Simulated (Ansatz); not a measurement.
# Ag3O4: the cost of one run

Method: DFT PBE, scalar-relativistic, plane waves, PAW, in Ansatz 0.2.0.

## 1. The system as given

Symmetry: Pm-3m, No. 221, cubic system. The conventional cell has a = 4.289 Å, b = 4.289 Å, c = 4.289 Å, α = 90.00°, β = 90.00°, γ = 90.00°. Around Ag (site symmetry 4/mmm) lie 6 O at 2.14 Å. Around O (site symmetry m-3m) lie 6 Ag at 2.14 Å. O (site symmetry 4/mmm) is surrounded by 4 Ag at 2.14 Å.

Structure file:

```cif
data_structure
_symmetry_space_group_name_H-M 'P 1'
_symmetry_Int_Tables_number 1
_cell_length_a 4.2890
_cell_length_b 4.2890
_cell_length_c 4.2890
_cell_angle_alpha 90.000
_cell_angle_beta 90.000
_cell_angle_gamma 90.000
_cell_volume 78.90
loop_
_atom_site_label
_atom_site_type_symbol
_atom_site_fract_x
_atom_site_fract_y
_atom_site_fract_z
_atom_site_occupancy
Ag1 Ag 0.50000 0.50000 0.00000 1
Ag2 Ag 0.00000 0.50000 0.50000 1
Ag3 Ag 0.50000 0.00000 0.50000 1
O1 O 0.50000 0.50000 0.50000 1
O2 O 0.50000 0.00000 0.00000 1
O3 O 0.00000 0.50000 0.00000 1
O4 O 0.00000 0.00000 0.50000 1
```

Recipe of the guess: species swapped into a database cell of W3N4 (Pm-3m, No. 221), with Ag on the W sites and O on the N sites. Lengths come from tabulated atomic sizes and are only a guess.

## 2. Probe: one point on a coarse mesh

Input file input.yaml:

```yaml
crystal:
  lattice:
    - [4.28902957, 0.0, 0.0]
    - [0.0, 4.28902957, 0.0]
    - [0.0, 0.0, 4.28902957]
  atoms:
    - { symbol: Ag, position: [0.5, 0.5, 0.0] }
    - { symbol: Ag, position: [0.0, 0.5, 0.5] }
    - { symbol: Ag, position: [0.5, 0.0, 0.5] }
    - { symbol: O, position: [0.5, 0.5, 0.5] }
    - { symbol: O, position: [0.5, 0.0, 0.0] }
    - { symbol: O, position: [0.0, 0.5, 0.0] }
    - { symbol: O, position: [0.0, 0.0, 0.5] }
basis:
  ecutwfc: 420
kpoints:
  mp_grid: { grid: [4, 4, 4] }
hamiltonian:
  xc: pbe
scf:
  occupations: { method: gaussian, width: 0.1 }
  lower_state_search: "off"
output:
  forces: true
  stress: true
  eigenvalues: true
```

On the command line:

```console
ansatz run input.yaml --threads 1 --pin off --max-ram 2048MiB --backend cpu --events-out ev --progress --plain --runs-dir out
```

What time and memory should one allow on 1 thread of Arm Neoverse V2, shared host?

About 1.8 s, with a peak of 0.32 GiB.
